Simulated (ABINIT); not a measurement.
# SnO (P4/nmm) in ABINIT: a series of runs, part 2 of 2

ABINIT 10.8.3 (patched build).

## Step 5: Band structure, PBEsol

Input file run.abi:

```
ndtset 2

pp_dirpath "./"
pseudos "Sn.GGA_PBE-JTH_sp.xml, O.GGA_PBE-JTH.xml"

acell 7.2068394886 7.2068394886 9.2349277318
rprim
     1.0000000000     0.0000000000     0.0000000000
     0.0000000000     1.0000000000     0.0000000000
     0.0000000000     0.0000000000     1.0000000000
ntypat 2
znucl 50 8
natom 4
typat 1 1 2 2
xred
     0.5000000000     0.0000000000     0.7646261400
     0.0000000000     0.5000000000     0.2353738600
     0.0000000000     0.0000000000     0.0000000000
     0.5000000000     0.5000000000     0.0000000000

ecut 23.0
pawecutdg 45.0

ixc -116133

occopt 3
tsmear 0.00183747

nstep 100

iomode 3
prtwf 0
prteig 0
prtebands 0
prtden1 1

kptopt1 1
ngkpt1 7 7 6
nshiftk1 1
shiftk1 0.0 0.0 0.0
nband1 14
tolvrs1 1.0e-9

iscf2 -2
getden2 1
nband2 20
nbdbuf2 4
tolwfr2 1.0e-11
kptopt2 -7
ndivsm2 8
prteig2 1
prtvol2 -3
kptbounds2
     0.0000000000     0.0000000000     0.0000000000
     0.0000000000     0.5000000000     0.0000000000
     0.5000000000     0.5000000000     0.0000000000
     0.0000000000     0.0000000000     0.0000000000
     0.0000000000     0.0000000000     0.5000000000
     0.0000000000     0.5000000000     0.5000000000
     0.5000000000     0.5000000000     0.5000000000
     0.0000000000     0.0000000000     0.5000000000
```

Potentials or basis: JTH PAW PBE v2.0 sp.

Run with:

```console
$ abinit run.abi > log 2>&1
```

Wall time 82 s (1 thread of Intel Xeon Platinum 8488C (Sapphire Rapids), shared host); peak memory 0.17 GiB.

It converged, with:

```
Free energy                                           : -1073.6795 eV
Pressure                                              : 0.2 GPa
Largest force                                         : 0.229 eV/Å
Band gap on the k mesh                                : 0.35 eV, indirect (least direct gap 1.90 eV)
Band gap along the path                               : 0.10 eV, indirect (least direct gap 1.89 eV)
Valence electrons inside the program's atomic spheres : Sn 2.47; O 4.53, 4.56
```

Forces in eV/Å, atoms in the order of the input:
```
Sn   0.000  0.000 -0.229
Sn   0.000  0.000  0.229
O    0.000  0.000  0.000
O    0.000  0.000  0.000
```

Stress tensor (GPa, compression positive):
```
 0.31  0.00  0.00
 0.00  0.31  0.00
 0.00  0.00 -0.11
```

Levels at the corners of the path, in eV from the valence-band top:
| point | band 6 | band 7 | band 8 | band 9 | band 10 | band 11 | band 12 | band 13 | band 14 | band 15 |
| --- | --- | --- | --- | --- | --- | --- | --- | --- | --- | --- |
| Γ | -6.34 | -3.48 | -3.14 | -3.14 | -0.02 | 1.93 | 4.13 | 4.74 | 4.74 | 5.61 |
| X | -5.03 | -4.88 | -4.88 | -2.65 | -2.65 | 3.10 | 3.10 | 5.86 | 5.86 | 5.91 |
| M | -5.12 | -2.45 | -2.45 | -1.83 | -1.83 | 0.10 | 0.10 | 4.35 | 4.35 | 7.10 |
| Γ | -6.34 | -3.48 | -3.14 | -3.14 | -0.02 | 1.93 | 4.13 | 4.74 | 4.74 | 5.61 |
| Z | -3.56 | -3.23 | -3.15 | -3.15 | -2.16 | 1.51 | 3.00 | 3.00 | 3.67 | 7.73 |
| R | -5.48 | -4.84 | -4.84 | -1.68 | -1.68 | 2.51 | 2.51 | 5.43 | 5.43 | 6.53 |
| A | -5.55 | -2.63 | -2.63 | -2.45 | -2.45 | 2.39 | 2.39 | 3.89 | 3.89 | 5.56 |
| Z | -3.56 | -3.23 | -3.15 | -3.15 | -2.16 | 1.51 | 3.00 | 3.00 | 3.67 | 7.73 |

Caveat: the PAW data sets were made with another functional, which shifts forces and pressure a little; spin-orbit coupling is left out, which moves the levels of the heavy elements; this set keeps more shells in the core, which shifts pressures and gaps; the mesh misses the band edges, which the band path finds closer together.

## Step 6: Band structure, LDA

run.abi, as its differences from that of step 5:

```diff
@@ -1,11 +1,14 @@
+# Datasets: ground state, then fixed potential
 ndtset 2
 
+# Pseudopotentials
 pp_dirpath "./"
-pseudos "Sn.GGA_PBE-JTH_sp.xml, O.GGA_PBE-JTH.xml"
+pseudos "Sn.LDA_PW-JTH.xml, O.LDA_PW-JTH.xml"
 
-acell 7.2068394886 7.2068394886 9.2349277318
+# Structure
+acell 3*1.0
 rprim
-     1.0000000000     0.0000000000     0.0000000000
-     0.0000000000     1.0000000000     0.0000000000
-     0.0000000000     0.0000000000     1.0000000000
+     7.2068394886     0.0000000000     0.0000000000
+     0.0000000000     7.2068394886     0.0000000000
+     0.0000000000     0.0000000000     9.2349277318
 ntypat 2
@@ -20,7 +23,10 @@
 
-ecut 23.0
+# Plane-wave basis
+ecut 625.861884 eV
 pawecutdg 45.0
 
-ixc -116133
+# Exchange and correlation
+ixc 7
 
+# Bands and occupations
 occopt 3
@@ -28,4 +34,6 @@
 
+# SCF cycle
 nstep 100
 
+# Output
 iomode 3
@@ -36,2 +44,3 @@
 
+# Dataset 1
 kptopt1 1
@@ -40,8 +49,9 @@
 shiftk1 0.0 0.0 0.0
-nband1 14
+nband1 24
 tolvrs1 1.0e-9
 
+# Dataset 2: bands along G-X-M-G-Z-R-A-Z
 iscf2 -2
 getden2 1
-nband2 20
+nband2 30
 nbdbuf2 4
@@ -51,3 +61,2 @@
 prteig2 1
-prtvol2 -3
 kptbounds2
```

Potentials or basis: JTH PAW LDA v2.0.

Run with:

```console
$ abinit run.abi > log 2>&1
```

Run time: 2.6 min. Hardware: 1 thread of Intel Xeon Platinum 8488C (Sapphire Rapids), shared host; peak memory 0.18 GiB.

The run converged. Its results:

```yaml
Free_energy: -4682.2663 eV
Pressure: -3.7 GPa
Largest_force: 0.249 eV/Å
Band_gap_on_the_k_mesh: 0.47 eV, indirect (least direct gap 1.97 eV)
Band_gap_along_the_path: 0.22 eV, indirect (least direct gap 1.97 eV)
Valence_electrons_inside_the_program's_atomic_spheres: Sn 11.90; O 4.52, 4.55
```

Forces in eV/Å, atoms in the order of the input:
```
Sn   0.000  0.000  0.249
Sn   0.000  0.000 -0.249
O    0.000  0.000  0.000
O    0.000  0.000  0.000
```

Stress tensor (GPa, compression positive):
```
-3.96  0.00  0.00
 0.00 -3.96  0.00
 0.00  0.00 -3.24
```

Levels at the corners of the path, in eV from the valence-band top:
| point | band 17 | band 18 | band 19 | band 20 | band 21 | band 22 | band 23 | band 24 |
| --- | --- | --- | --- | --- | --- | --- | --- | --- |
| Γ | -3.37 | -3.09 | -3.09 | -0.02 | 2.03 | 4.15 | 4.79 | 4.79 |
| X | -4.77 | -4.77 | -2.59 | -2.59 | 3.12 | 3.12 | 5.85 | 5.85 |
| M | -2.42 | -2.42 | -1.84 | -1.84 | 0.22 | 0.22 | 4.44 | 4.44 |
| Γ | -3.37 | -3.09 | -3.09 | -0.02 | 2.03 | 4.15 | 4.79 | 4.79 |
| Z | -3.21 | -3.11 | -3.11 | -2.10 | 1.53 | 3.03 | 3.03 | 3.70 |
| R | -4.74 | -4.74 | -1.65 | -1.65 | 2.55 | 2.55 | 5.46 | 5.46 |
| A | -2.59 | -2.59 | -2.42 | -2.42 | 2.47 | 2.47 | 3.93 | 3.93 |
| Z | -3.21 | -3.11 | -3.11 | -2.10 | 1.53 | 3.03 | 3.03 | 3.70 |

Caveat: spin-orbit coupling is left out, which moves the levels of the heavy elements; the mesh misses the band edges, which the band path finds closer together.

## Step 7: Overview

| level | potentials or basis | gap on the mesh (eV) | pressure (GPa) | largest force (eV/Å) |
| --- | --- | --- | --- | --- |
| PBE | JTH PAW PBE v2.0 sp | 0.38 | 4.1 | 0.50 |
| LDA-PZ | JTH PAW LDA v2.0 | 0.47 | -3.7 | 0.23 |
| LDA | JTH PAW LDA v2.0 sp | 0.46 | -2.6 | 0.09 |
| PBEsol | JTH PAW PBE v2.0 sp | 0.35 | 0.2 | 0.23 |
| LDA | JTH PAW LDA v2.0 | 0.47 | -3.7 | 0.25 |

Alike in all rows: task band structure; no spin polarisation; cell as given; k mesh 7 × 7 × 6; cutoff (eV) 626; smearing fermi-dirac 0.05 eV.

Caveats: spin-orbit coupling is left out, which moves the levels of the heavy elements; the mesh misses the band edges, which the band path finds closer together; this set keeps more shells in the core, which shifts pressures and gaps (some runs); the PAW data sets were made with another functional, which shifts forces and pressure a little (some runs).

Total energies depend on the potentials used, so only differences within one code and one set of settings carry meaning.
